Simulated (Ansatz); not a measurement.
Runs of Ansatz 0.2.0 on TiTe2. Symmetry: P-3m1, No. 164, trigonal system. Conventional cell: a = 3.777 Å, b = 3.777 Å, c = 6.498 Å, α = 90.00°, β = 90.00°, γ = 120.00°. Around Te (site symmetry 3m) lie 3 Ti at 2.77 Å. Ti (site symmetry -3m) has 6 Te at 2.77 Å as nearest neighbours. 

```tsv
task	level	potentials or basis	k mesh	cutoff (eV)	smearing	basis error allowed	mesh quality	gap on the mesh (eV)	pressure (GPa)	largest force (eV/Å)
single point	PBEsol	all-electron LAPW, scalar-relativistic	5 × 5 × 2	221	fermi-dirac 0.03 eV	0.002 eV/atom	coarse	none	-2.2	0.20
density of states	PBEsol	all-electron PAW datasets made for the crystal	8 × 8 × 4	240	fermi-dirac 0.05 eV	-	not flagged	none	-2.3	0.13
single point	PBE	all-electron LAPW, scalar-relativistic	8 × 8 × 4	240	fermi-dirac 0.05 eV	0.001 eV/atom	not flagged	none	(b)	0.01
band structure	LDA	all-electron LAPW, scalar-relativistic	8 × 8 × 4	221	fermi-dirac 0.05 eV	0.002 eV/atom	not flagged	-	-4.1	(a)
```

Alike in all rows: no spin polarisation; cell as given.

Question: Estimate the missing entries.

Answer: (a) 0.31; (b) 0.9.

Caveats: some runs use coarse meshes; this functional lacks dispersion, which binds the layers, so the pressure and a relaxed spacing across them are unreliable (some runs); the k mesh is thin for a metal, which can move the energy by tens of meV per atom (some runs); the program warned that the printed levels may be off, so bands, gaps and densities of states are rough (some runs).

A k mesh can miss the band edges, and the runs leave out spin-orbit coupling on Te.

A gap of «none» marks a metal or a gap under the smearing width.

Not every run made on this cell is shown here.
